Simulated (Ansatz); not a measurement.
## Ta: checking dH/dP = V

Method: DFT r2SCAN, scalar-relativistic, plane waves, PAW in Ansatz. Run with 500 eV cutoff, 18×18×18 k-mesh, Gaussian smearing of 0.10 eV, no spin polarisation.

Starting point, cell and atoms relaxed:

```xyz
1
Lattice="-1.6523 1.6523 1.6523 1.6523 -1.6523 1.6523 1.6523 1.6523 -1.6523" Properties=species:S:1:pos:R:3 pbc="T T T"
Ta    0.0000    0.0000    0.0000
```

Cell and atoms were relaxed at each target pressure within the start's symmetry (Im-3m), at zero temperature; other phases can be more stable under pressure. H = E + PV with P the target; E is the free energy at the smearing used, whose derivative the pressure is, per atom and counted from zero pressure.

Spin–orbit coupling is left out, which can shift energies with elements as heavy as these.

```csv
P (GPa),V (Å³/atom),E − E0 (meV),H − H0 (meV)
0,18.045,0.0,0.0
2,17.875,1.0,224.1
5,17.618,6.6,556.4
10,17.233,24.6,1100.2
20,16.570,86.3,2154.7
40,15.540,275.7,4155.6
```

Thermodynamics gives dH/dP = V along a relaxed path. Integrate V over P by the trapezoid rule and compare with the computed enthalpies.

With 1 eV/Å³ = 160.22 GPa, each step adds the mean volume times ΔP / 160.22:
```
P (GPa)  ∫V dP (meV) H − H0 (meV) difference (meV)
      2        224.2         224.1               0.1
      5        556.5         556.4               0.1
     10       1100.3        1100.2               0.1
     20       2155.2        2154.7               0.5
     40       4159.4        4155.6               3.8
```

V(P) curves upward, so the trapezoid rule runs high; integrating a smooth curve through the same points puts that excess at about 3.8 meV at 40 GPa, against the 3.8 meV found.

At 40 GPa, how much of the enthalpy change is stored energy and how much is the PV term?

E rises by 276 meV/atom and PV is 40 × 15.540 / 160.22 = 3880 meV/atom, so PV makes 93 % of ΔH. So between rival structures at high pressure a small difference in volume can outweigh the difference in energy: 1 % of this volume is worth 38.8 meV/atom at this pressure.

What bulk modulus do the lowest pressures give?

From the pressures that the runs reached, -2.06 GPa (18.232 Å³) and 1.93 GPa (17.875 Å³), B = −ΔP/Δln V = 3.99 / 0.0197 = 202 GPa, a mean over that range.